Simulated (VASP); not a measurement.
A run of VASP 6.6.1 is set up as follows.

Contents of INCAR:

```
SYSTEM = NbC
PREC = Accurate ; ENCUT = 520
EDIFF = 1E-7 ; ISMEAR = 0
SIGMA = 0.1 ; LREAL = .False.
LASPH = .True. ; NELM = 60
ALGO = Normal ; ISIF = 3
LWAVE = .False. ; LCHARG = .False.
GGA = PE ; IBRION = 2
NSW = 80 ; EDIFFG = -0.002
AMIX = 0.2
```

KPOINTS

```
Automatic mesh
0
Gamma
  16 16 16
  0 0 0
```

The input POSCAR:

```
NbC                                     
1.0
   -0.0000000000      2.2414184802      2.2414184802
    2.2414184802      0.0000000000      2.2414184802
    2.2414184802      2.2414184802      0.0000000000
  Nb              C             
     1     1
Direct
     0.0000000000000000    0.0000000000000000    0.0000000000000000
     0.5000000000000000    0.5000000000000000    0.5000000000000000
```

Potentials or basis: VASP PAW PBE potentials, release 64 (Nb_sv, C).

The run is started by

```bash
$ cat potpaw_PBE.64/Nb_sv/POTCAR potpaw_PBE.64/C/POTCAR > POTCAR
$ mpirun -np 1 vasp_std > vasp.out
```

(1) Estimate the band gap on the k mesh.

Results:

(1) none (metal or under the smearing width).

Caveat: the relaxation stopped at its first step, so nothing moved.
